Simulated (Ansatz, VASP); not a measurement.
## AlN in VASP and in Ansatz

File INCAR:

```
SYSTEM = AlN
  PREC = Accurate
  ENCUT = 520
  EDIFF = 1E-6
  ISMEAR = 0
  SIGMA = 0.05
  LREAL = .FALSE.
  LASPH = .TRUE.
  NELM = 100
  ALGO = Normal
  ISIF = 2
  LWAVE = .FALSE.
  LCHARG = .FALSE.
  GGA = CA
  NBANDS = 16
```

The input KPOINTS:

```
regular mesh
0
G
  9 9 6
  0 0 0
```

POSCAR

```
AlN
1.0
    3.0887424016      0.0000000000      0.0000000000
   -1.5443712008      2.6749293856      0.0000000000
    0.0000000000      0.0000000000      4.9437688231
Al N
2 2
Direct
    0.3198425432      0.6730967429      0.0015212672
    0.6801574568      0.3269032571      0.5015212672
    0.3453716003      0.6609289023      0.3834787328
    0.6546283997      0.3390710977      0.8834787328
```

Input for Ansatz:

```yaml
crystal:
  lattice:
    - [3.0887424016, 0.0, 0.0]
    - [-1.5443712008, 2.6749293856, 0.0]
    - [0.0, 0.0, 4.9437688231]
  atoms:
    - { symbol: Al, position: [0.3198425432, 0.6730967429, 0.0015212672] }
    - { symbol: Al, position: [0.6801574568, 0.3269032571, 0.5015212672] }
    - { symbol: "N", position: [0.3453716003, 0.6609289023, 0.3834787328] }
    - { symbol: "N", position: [0.6546283997, 0.3390710977, 0.8834787328] }
basis:
  ecutwfc: 520.0
kpoints:
  mp_grid: { grid: [9, 9, 6] }
hamiltonian:
  xc: lda
scf:
  occupations: { method: gaussian, width: 0.05 }
output:
  forces: true
  stress: true
  eigenvalues: true
```

Change from the starting cell: mode 4 frozen in at -0.052 Å and mode 5 at +0.017 Å (largest displacements).

Alike in both runs: task single point; functional LDA; k mesh 9 × 9 × 6; occupations gaussian, width 0.05 eV; no spin polarisation.

|  | VASP | Ansatz |
| --- | --- | --- |
| version | VASP 6.6.1 | Ansatz 0.2.0 |
| potentials or method | VASP PAW LDA potentials, release 64 (Al, N) | scalar-relativistic, plane waves, PAW |
| plane-wave cutoff (eV) | 520 | 520 |
| valence electrons in the cell | 16 | 16 |

|  | VASP | Ansatz | Ansatz less VASP |
| --- | --- | --- | --- |
| gap on the k mesh at the Fermi level (eV) | 4.39 | 4.38 | -0.005 |
| least direct gap on the mesh (eV) | 4.39 | 4.38 | -0.005 |
| pressure (GPa) | 0.5 | -0.1 | -0.59 |
| largest component of the traceless stress (GPa) | 0.09 | 0.10 | +0.011 |
| rms of the force components (eV/Å) | 0.136 | 0.137 | +0.0002 |

Atom by atom the forces differ by 0.001 eV/Å (rms over components).

Caveats: an odd mesh through Γ misses points on the zone boundary, where band edges often lie.
